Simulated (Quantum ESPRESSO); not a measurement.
# GaAs (F-43m) in Quantum ESPRESSO: further runs

The runs below take GaAs through phonons, with LDA, rev-vdW-DF2, AM05.

Program: Quantum ESPRESSO 7.5. These are calculated values, not measurements. Logs are shortened: lines on timing, memory, paths and dates and some standing lists are left out, and cuts for length are marked.

**What was measured.**

From a printed reference work, textbook, for a bulk crystal of GaAs at 300 K: high-frequency dielectric constant 10.89.

How close the calculation comes is told below.

### Step 1. The structure

It takes space group F-43m (No. 216, cubic). Conventional cell: a = 5.654 Å, b = 5.654 Å, c = 5.654 Å, α = 90.00°, β = 90.00°, γ = 90.00°. Around As (site symmetry -43m) lie 4 Ga at 2.45 Å. Ga (site symmetry -43m) is surrounded by 4 As at 2.45 Å.

### Step 2. Phonons, LDA

Contents of pw.in:

```
&CONTROL
  calculation = 'scf'
  prefix = 'pwscf'
  outdir = './tmp'
  pseudo_dir = './pseudo'
  tprnfor = .true.
  tstress = .true.
  disk_io = 'low'
/
&SYSTEM
  ibrav = 0
  nat = 2
  ntyp = 2
  ecutwfc = 45
  ecutrho = 360
  nbnd = 19
  occupations = 'smearing'
  smearing = 'fd'
  degauss = 0.00367493
/
&ELECTRONS
  conv_thr = 4d-10
  electron_maxstep = 120
  mixing_beta = 0.5
/
ATOMIC_SPECIES
As    74.9216 as_lda_v1.uspp.F.UPF
Ga    69.7230 ga_lda_v1.4.uspp.F.UPF
CELL_PARAMETERS angstrom
   0.0000000000    2.8268500000    2.8268500000
   2.8268500000    0.0000000000    2.8268500000
   2.8268500000    2.8268500000    0.0000000000
ATOMIC_POSITIONS crystal
As     0.7500000000    0.7500000000    0.7500000000
Ga     0.0000000000    0.0000000000    0.0000000000
K_POINTS automatic
8 8 8 1 1 1
```

Contents of relax.in:

```
&CONTROL
  calculation = 'vc-relax'
  prefix = 'pwscf'
  outdir = './tmp'
  pseudo_dir = './pseudo'
  tprnfor = .true.
  tstress = .true.
  disk_io = 'low'
  nstep = 40
  forc_conv_thr = 0.0001
  etot_conv_thr = 1d-06
/
&SYSTEM
  ibrav = 0
  nat = 2
  ntyp = 2
  ecutwfc = 45
  ecutrho = 360
  nbnd = 19
  occupations = 'smearing'
  smearing = 'fd'
  degauss = 0.00367493
/
&ELECTRONS
  conv_thr = 4d-10
  electron_maxstep = 120
  mixing_beta = 0.5
/
&IONS
  ion_dynamics = 'bfgs'
/
&CELL
  cell_dynamics = 'bfgs'
  press = 0
  press_conv_thr = 0.2
/
ATOMIC_SPECIES
As    74.9216 as_lda_v1.uspp.F.UPF
Ga    69.7230 ga_lda_v1.4.uspp.F.UPF
CELL_PARAMETERS angstrom
   0.0000000000    2.8268500000    2.8268500000
   2.8268500000    0.0000000000    2.8268500000
   2.8268500000    2.8268500000    0.0000000000
ATOMIC_POSITIONS crystal
As     0.7500000000    0.7500000000    0.7500000000
Ga     0.0000000000    0.0000000000    0.0000000000
K_POINTS automatic
8 8 8 1 1 1
```

Contents of scf2.in:

```
&CONTROL
  calculation = 'scf'
  prefix = 'pwscf'
  outdir = './tmp'
  pseudo_dir = './pseudo'
  tprnfor = .true.
  tstress = .true.
  disk_io = 'low'
/
&SYSTEM
  ibrav = 0
  nat = 2
  ntyp = 2
  ecutwfc = 45
  ecutrho = 360
  nbnd = 19
  occupations = 'fixed'
/
&ELECTRONS
  conv_thr = 1d-13
  electron_maxstep = 120
  mixing_beta = 0.5
  startingpot = 'file'
  startingwfc = 'file'
/
ATOMIC_SPECIES
As    74.9216 as_lda_v1.uspp.F.UPF
Ga    69.7230 ga_lda_v1.4.uspp.F.UPF
CELL_PARAMETERS angstrom
   0.0000000000    2.8019177499    2.8019177499
   2.8019177499    0.0000000000    2.8019177499
   2.8019177499    2.8019177499    0.0000000000
ATOMIC_POSITIONS crystal
As     0.7500000000    0.7500000000    0.7500000000
Ga     0.0000000000    0.0000000000    0.0000000000
K_POINTS automatic
8 8 8 1 1 1
```

Contents of ph.in:

```
phonons of GaAs
&INPUTPH
  prefix = 'pwscf'
  outdir = './tmp'
  tr2_ph = 1d-16
  fildyn = 'dyn'
  niter_ph = 60
  alpha_mix(1) = 0.7
  epsil = .true.
/
0.0000000000 0.0000000000 0.0000000000
```

Contents of dynmat.in:

```
&INPUT
  fildyn = 'dyn'
  asr = 'crystal'
  lperm = .true.
  filout = 'dynmat.disp'
  fileig = 'dynmat.eig'
/
```

Contents of dynmat_lo.in:

```
&INPUT
  fildyn = 'dyn'
  asr = 'crystal'
  filout = 'dynmat_lo.disp'
  fileig = 'dynmat_lo.eig'
  q(1) = 0
  q(2) = 0
  q(3) = 1
/
```

Potentials or basis: GBRV 1.5 LDA.

Run with:

```sh
$ OMP_NUM_THREADS=1 pw.x -in pw.in > pw.out
$ OMP_NUM_THREADS=1 pw.x -in relax.in > relax.out
$ OMP_NUM_THREADS=1 pw.x -in scf2.in > scf2.out
$ OMP_NUM_THREADS=1 ph.x -in ph.in > ph.out
$ OMP_NUM_THREADS=1 dynmat.x -in dynmat.in > dynmat.out
$ OMP_NUM_THREADS=1 dynmat.x -in dynmat_lo.in > dynmat_lo.out
```

pw.out:

```text
This program is part of the open-source Quantum ESPRESSO suite
     for quantum simulation of materials; please cite
[... 9 lines left out ...]
     --------------------
     sticks:   dense  smooth     PW     G-vecs:    dense   smooth      PW
     Sum        1417     703    223                35149    12387    2229

     Using Slab Decomposition

     bravais-lattice index     =            0
     lattice parameter (alat)  =       7.5547  a.u.
     unit-cell volume          =     304.8842 (a.u.)^3
     number of atoms/cell      =            2
     number of atomic types    =            2
     number of electrons       =        24.00
     number of Kohn-Sham states=           19
     kinetic-energy cutoff     =      45.0000  Ry
     charge density cutoff     =     360.0000  Ry
     scf convergence threshold =      4.0E-10
     mixing beta               =       0.5000
     number of iterations used =            8  plain     mixing
     Exchange-correlation=  SLA  PZ   NOGX NOGC
                           (   1   1   0   0   0   0   0)

     celldm(1)=   7.554690  celldm(2)=   0.000000  celldm(3)=   0.000000
     celldm(4)=   0.000000  celldm(5)=   0.000000  celldm(6)=   0.000000

     crystal axes: (cart. coord. in units of alat)
               a(1) = (   0.000000   0.707107   0.707107 )
               a(2) = (   0.707107   0.000000   0.707107 )
               a(3) = (   0.707107   0.707107   0.000000 )

     reciprocal axes: (cart. coord. in units 2 pi/alat)
               b(1) = ( -0.707107  0.707107  0.707107 )
               b(2) = (  0.707107 -0.707107  0.707107 )
               b(3) = (  0.707107  0.707107 -0.707107 )

     PseudoPot. # 1 for As read from file:
     as_lda_v1.uspp.F.UPF
     Pseudo is Ultrasoft + core correction, Zval =  5.0
     Generated by new atomic code, or converted to UPF format
     Using radial grid of  875 points,  6 beta functions with:
                l(1) =   0
                l(2) =   0
                l(3) =   1
                l(4) =   1
                l(5) =   2
                l(6) =   2
     Q(r) pseudized with  8 coefficients,  rinner =    1.300   1.300   1.300
                                                       1.300   1.300

     PseudoPot. # 2 for Ga read from file:
     ga_lda_v1.4.uspp.F.UPF
     Pseudo is Ultrasoft + core correction, Zval = 19.0
     Generated by new atomic code, or converted to UPF format
     Using radial grid of  871 points,  6 beta functions with:
                l(1) =   0
                l(2) =   0
                l(3) =   1
                l(4) =   1
                l(5) =   2
                l(6) =   2
     Q(r) pseudized with  8 coefficients,  rinner =    1.250   1.250   1.250
                                                       1.250   1.250

     atomic species   valence    mass     pseudopotential
     As                5.00    74.92160     As( 1.00)
     Ga               19.00    69.72300     Ga( 1.00)

     24 Sym. Ops. (no inversion) found

   Cartesian axes

     site n.     atom                  positions (alat units)
         1        As     tau(   1) = (   1.0606602   1.0606602   1.0606602  )
         2        Ga     tau(   2) = (   0.0000000   0.0000000   0.0000000  )

     number of k points=    60  Fermi-Dirac smearing, width (Ry)=  0.0037
                       cart. coord. in units 2pi/alat
        k(    1) = (   0.0441942   0.0441942   0.0441942), wk =   0.0078125
        k(    2) = (   0.1325825   0.1325825  -0.0441942), wk =   0.0234375
        k(    3) = (   0.2209709   0.2209709  -0.1325825), wk =   0.0234375
        k(    4) = (   0.3093592   0.3093592  -0.2209709), wk =   0.0234375
        k(    5) = (  -0.3093592  -0.3093592   0.3977476), wk =   0.0234375
        k(    6) = (  -0.2209709  -0.2209709   0.3093592), wk =   0.0234375
[... 52 lines left out ...]
        k(   59) = (   0.3093592   0.3093592   0.3093592), wk =   0.0078125
        k(   60) = (  -0.3093592  -0.3093592   0.9280777), wk =   0.0234375

     Dense  grid:    35149 G-vectors     FFT dimensions: (  45,  45,  45)

     Smooth grid:    12387 G-vectors     FFT dimensions: (  36,  36,  36)

     Initial potential from superposition of free atoms

     starting charge      22.9998, renormalised to      24.0000
     Starting wfcs are   16 randomized atomic wfcs +    3 random wfcs

     Self-consistent Calculation

     iteration #  1     ecut=    45.00 Ry     beta= 0.50
     Davidson diagonalization with overlap
     ethr =  1.00E-02,  avg # of iterations =  7.1

     total energy              =    -451.18093486 Ry
     estimated scf accuracy    <       7.08248038 Ry

     iteration #  2     ecut=    45.00 Ry     beta= 0.50
     Davidson diagonalization with overlap
     ethr =  1.00E-02,  avg # of iterations =  2.3

     total energy              =    -454.60921141 Ry
     estimated scf accuracy    <       2.47691283 Ry

     iteration #  3     ecut=    45.00 Ry     beta= 0.50
     Davidson diagonalization with overlap
     ethr =  1.00E-02,  avg # of iterations =  2.0

     total energy              =    -454.82274027 Ry
     estimated scf accuracy    <       0.20266343 Ry

     iteration #  4     ecut=    45.00 Ry     beta= 0.50
     Davidson diagonalization with overlap
     ethr =  8.44E-04,  avg # of iterations =  2.0

     total energy              =    -454.81621480 Ry
     estimated scf accuracy    <       0.03707480 Ry

     iteration #  5     ecut=    45.00 Ry     beta= 0.50
     Davidson diagonalization with overlap
     ethr =  1.54E-04,  avg # of iterations =  2.1
[... 50 lines left out ...]
     total energy              =    -454.82606751 Ry
     estimated scf accuracy    <          1.6E-09 Ry

     iteration # 13     ecut=    45.00 Ry     beta= 0.50
     Davidson diagonalization with overlap
     ethr =  4.79E-12,  avg # of iterations =  1.0

     total energy              =    -454.82606751 Ry
     estimated scf accuracy    <          3.4E-09 Ry

     iteration # 14     ecut=    45.00 Ry     beta= 0.50
     Davidson diagonalization with overlap
     ethr =  4.79E-12,  avg # of iterations =  1.0

     total energy              =    -454.82606751 Ry
     estimated scf accuracy    <          5.9E-09 Ry

     iteration # 15     ecut=    45.00 Ry     beta= 0.50
     Davidson diagonalization with overlap
     ethr =  4.79E-12,  avg # of iterations =  2.0

     End of self-consistent calculation

          k = 0.0442 0.0442 0.0442 (  1516 PWs)   bands (ev):

   -86.9787 -86.9782 -86.9782  -7.8671  -7.8625  -7.8625  -7.7834  -7.7834
    -5.7719   6.0496   6.9054   6.9054   7.9812  10.7191  10.7548  10.7548
    14.6321  16.7890  16.7890

          k = 0.1326 0.1326-0.0442 (  1537 PWs)   bands (ev):

   -86.9789 -86.9786 -86.9785  -7.8848  -7.8587  -7.8565  -7.7846  -7.7826
    -5.5311   4.4457   6.2112   6.7840   8.7448  10.8878  10.9702  11.7642
    15.6565  15.7203  16.3466

          k = 0.2210 0.2210-0.1326 (  1553 PWs)   bands (ev):

   -86.9792 -86.9788 -86.9787  -7.9141  -7.8508  -7.8490  -7.7844  -7.7814
    -4.9793   2.4197   5.6827   6.3492   8.5764  11.4597  11.6444  13.0440
    15.5710  15.8747  16.9540

          k = 0.3094 0.3094-0.2210 (  1549 PWs)   bands (ev):

   -86.9791 -86.9788 -86.9787  -7.9377  -7.8446  -7.8442  -7.7817  -7.7799
    -4.3042   0.8207   5.4189   5.9473   8.2988  11.5900  11.6331  14.5428
    16.0609  16.8922  18.3941

          k =-0.3094-0.3094 0.3977 (  1541 PWs)   bands (ev):

   -86.9790 -86.9787 -86.9786  -7.9445  -7.8435  -7.8426  -7.7805  -7.7791
    -4.0343   0.3129   5.4384   5.7414   8.2302  11.4162  11.7391  14.7467
    16.8456  18.3137  18.8656
[... 111 lines left out ...]
   -86.9792 -86.9790 -86.9788  -7.9636  -7.8291  -7.8208  -7.7968  -7.7766
    -3.3684   0.2964   3.1465   4.5596   9.1157  11.5452  13.9485  14.8410
    16.0915  18.0321  20.7589

          k = 0.1326-0.3977 0.4861 (  1552 PWs)   bands (ev):

   -86.9790 -86.9789 -86.9788  -7.9526  -7.8377  -7.8308  -7.7878  -7.7800
    -3.7009   0.4446   3.5561   5.1353   9.5320  11.6110  13.2460  14.4401
    15.5040  17.6781  18.9439

          k = 0.2210-0.3094 0.3977 (  1545 PWs)   bands (ev):

   -86.9790 -86.9788 -86.9787  -7.9439  -7.8428  -7.8407  -7.7828  -7.7792
    -4.0692   0.5199   4.9048   5.6604   8.7879  11.2617  12.0608  14.6593
    16.3624  17.7032  18.6411

          k =-0.6629 0.0442 0.0442 (  1567 PWs)   bands (ev):

   -86.9792 -86.9791 -86.9790  -7.9743  -7.8160  -7.8148  -7.8077  -7.7706
    -3.3579   0.1614   4.1380   4.3280   8.4005   8.7805  16.5121  16.7088
    17.6816  19.8595  19.9217

          k =-0.5745 0.1326-0.0442 (  1562 PWs)   bands (ev):

   -86.9792 -86.9790 -86.9789  -7.9652  -7.8238  -7.8202  -7.8025  -7.7729
    -3.6424   0.5973   3.9422   4.4136   8.8877   9.6976  14.3474  15.8138
    17.3956  19.2869  20.1103

          k =-0.4861 0.2210-0.1326 (  1557 PWs)   bands (ev):

   -86.9791 -86.9789 -86.9788  -7.9511  -7.8363  -7.8305  -7.7926  -7.7766
    -3.9308   0.8130   3.9367   4.9931   9.4146  11.4261  12.5795  13.8475
    17.0329  18.6786  19.2801

          k =-0.4861 0.0442 0.0442 (  1561 PWs)   bands (ev):

   -86.9791 -86.9790 -86.9789  -7.9554  -7.8263  -7.8257  -7.8020  -7.7732
    -4.1576   1.3637   4.5583   4.7072   8.5609   9.5381  14.5331  14.9690
    16.2095  19.1731  19.8906

          k =-0.3977 0.1326-0.0442 (  1554 PWs)   bands (ev):

   -86.9791 -86.9789 -86.9787  -7.9379  -7.8378  -7.8354  -7.7949  -7.7762
    -4.5514   1.9857   4.6298   5.2192   9.3602  10.3446  12.6663  13.7993
    15.7846  18.3560  18.6846

          k =-0.3094 0.0442 0.0442 (  1549 PWs)   bands (ev):

   -86.9790 -86.9787 -86.9787  -7.9173  -7.8446  -7.8441  -7.7921  -7.7781
    -5.0699   3.1863   5.4804   5.5309   9.2174  10.1860  12.7995  12.9559
    14.4332  17.5674  17.8265

          k = 0.1326 0.1326 0.1326 (  1540 PWs)   bands (ev):

   -86.9790 -86.9786 -86.9786  -7.8914  -7.8562  -7.8562  -7.7834  -7.7834
    -5.4154   3.8204   6.5128   6.5128   8.4327  11.3012  11.3012  11.8318
    15.8600  15.9694  15.9694

          k = 0.2210 0.2210 0.0442 (  1554 PWs)   bands (ev):

   -86.9791 -86.9788 -86.9788  -7.9099  -7.8518  -7.8486  -7.7860  -7.7813
    -5.0796   2.9257   5.1353   6.4934   9.2412  11.3392  11.4087  12.5730
    15.0893  16.4156  17.3096

          k = 0.3094 0.3094-0.0442 (  1555 PWs)   bands (ev):

   -86.9792 -86.9789 -86.9787  -7.9323  -7.8430  -7.8425  -7.7858  -7.7815
    -4.4853   1.6845   4.0937   6.0254   9.5561  11.8958  12.0905  12.7741
    15.1914  17.4477  18.8334

          k =-0.3094-0.3094 0.5745 (  1556 PWs)   bands (ev):
[... 127 lines left out ...]
   -86.9792 -86.9790 -86.9788  -7.9597  -7.8338  -7.8221  -7.7929  -7.7793
    -3.4146   0.3762   3.1100   4.4206  10.0255  12.1621  12.8885  13.9400
    16.0579  18.1262  20.6999

          k =-0.8397 0.2210 0.2210 (  1557 PWs)   bands (ev):

   -86.9791 -86.9790 -86.9789  -7.9559  -7.8346  -7.8283  -7.7914  -7.7781
    -3.6238   0.4240   3.4273   5.0370   9.1366  12.1428  13.5334  13.6454
    16.2717  17.8244  19.4566

          k = 0.3094 0.3094 0.3094 (  1544 PWs)   bands (ev):

   -86.9790 -86.9787 -86.9787  -7.9414  -7.8444  -7.8444  -7.7798  -7.7798
    -4.1639   0.4729   5.8577   5.8577   7.8472  11.5791  11.5791  14.5765
    16.6123  18.1424  18.1424

          k =-0.3094-0.3094 0.9281 (  1547 PWs)   bands (ev):

   -86.9790 -86.9788 -86.9787  -7.9465  -7.8417  -7.8395  -7.7822  -7.7800
    -3.9437   0.3643   4.6308   5.6204   8.9047  11.3199  12.0989  14.9599
    16.6834  17.7805  17.8124

     the Fermi energy is     7.3951 ev

!    total energy              =    -454.82606751 Ry
     estimated scf accuracy    <          4.0E-11 Ry
     smearing contrib. (-TS)   =      -0.00000008 Ry
     internal energy E=F+TS    =    -454.82606743 Ry

     The total energy is F=E-TS. E is the sum of the following terms:
     one-electron contribution =    -407.25805971 Ry
     hartree contribution      =     211.21640558 Ry
     xc contribution           =     -78.87664809 Ry
     ewald contribution        =    -179.90776521 Ry

     convergence has been achieved in  15 iterations

     Forces acting on atoms (cartesian axes, Ry/au):

     atom    1 type  1   force =     0.00000000   -0.00000000    0.00000000
     atom    2 type  2   force =    -0.00000000    0.00000000   -0.00000000

     Total force =     0.000000     Total SCF correction =     0.000000

     Computing stress (Cartesian axis) and pressure

          total   stress  (Ry/bohr**3)                   (kbar)     P=      -19.33
  -0.00013140   0.00000000   0.00000000          -19.33        0.00        0.00
   0.00000000  -0.00013140   0.00000000            0.00      -19.33        0.00
   0.00000000   0.00000000  -0.00013140            0.00        0.00      -19.33

=------------------------------------------------------------------------------=
   JOB DONE.
=------------------------------------------------------------------------------=
```

Wall time 14 min (1 thread of Intel Xeon Platinum 8259CL at 2.50GHz (Skylake/Cascade Lake), shared host); peak memory 0.19 GiB.

What came out:

```
Free energy                                             : -6188.2280 eV
Relaxed volume                                          : 22.00 Å³/atom
Relaxed cell                                            : a = 3.963 Å, b = 3.963 Å, c = 3.963 Å, α = 60.00°, β = 60.00°, γ = 60.00°
Space group after relaxing (to 0.05 Å)                  : F-43m (No. 216)
Pressure after relaxing                                 : 0.0 GPa
Electronic dielectric tensor (diagonal)                 : 13.92
Born charges (mean of the diagonal)                     : As -2.06; Ga +2.06 e
Highest phonon frequency at Γ, LO-TO splitting left out : 271 cm⁻¹
Static dielectric tensor (diagonal)                     : 15.72
```

The path:
```
step  energy change (eV)  largest force (eV/Å)  pressure (GPa)  volume (Å³)
   1              0.0000                0.0000           -1.93        45.18
   2             -0.0043                0.0000           -1.24        44.74
   3             -0.0071                0.0000           -0.14        44.08
   4             -0.0072                0.0000            0.00        43.99
   5             -0.0072                0.0000            0.00        43.99
```

Final structure:
```cif
data_structure
_symmetry_space_group_name_H-M 'P 1'
_symmetry_Int_Tables_number 1
_cell_length_a 3.9625
_cell_length_b 3.9625
_cell_length_c 3.9625
_cell_angle_alpha 60.000
_cell_angle_beta 60.000
_cell_angle_gamma 60.000
_cell_volume 43.99
loop_
_atom_site_label
_atom_site_type_symbol
_atom_site_fract_x
_atom_site_fract_y
_atom_site_fract_z
_atom_site_occupancy
As1 As 0.75000 0.75000 0.75000 1
Ga1 Ga 0.00000 0.00000 0.00000 1
```

Phonon frequencies in cm⁻¹ (negative: imaginary):
```csv
q point,frequencies
"(0.000, 0.000, 0.000)",-6 -6 -6 271 271 271
```

Electronic dielectric tensor:
```
13.92  0.00  0.00
 0.00 13.92  0.00
 0.00  0.00 13.92
```

Born effective charge tensors (e):
atom 1, As
```
-2.06  0.00  0.00
 0.00 -2.06  0.00
 0.00  0.00 -2.06
```
atom 2, Ga
```
2.06 0.00 0.00
0.00 2.06 0.00
0.00 0.00 2.06
```

Optical modes at Γ, degenerate ones joined, polar ones without the macroscopic field:
```
cm⁻¹  components  symmetry     active in  IR intensity, summed ((D/Å)²/amu)
 271           3        T2  IR and Raman                               8.15
```

Zone-centre frequencies without and with the macroscopic field along z (cm⁻¹):
|  | optical modes in rising order |
| --- | --- |
| without | 271 271 271 |
| with the field | 271 271 288 |

Static dielectric tensor, electrons and zone-centre modes:
```
15.72  0.00  0.00
 0.00 15.72  0.00
 0.00  0.00 15.72
```

(Continued in part 2 of 2.)
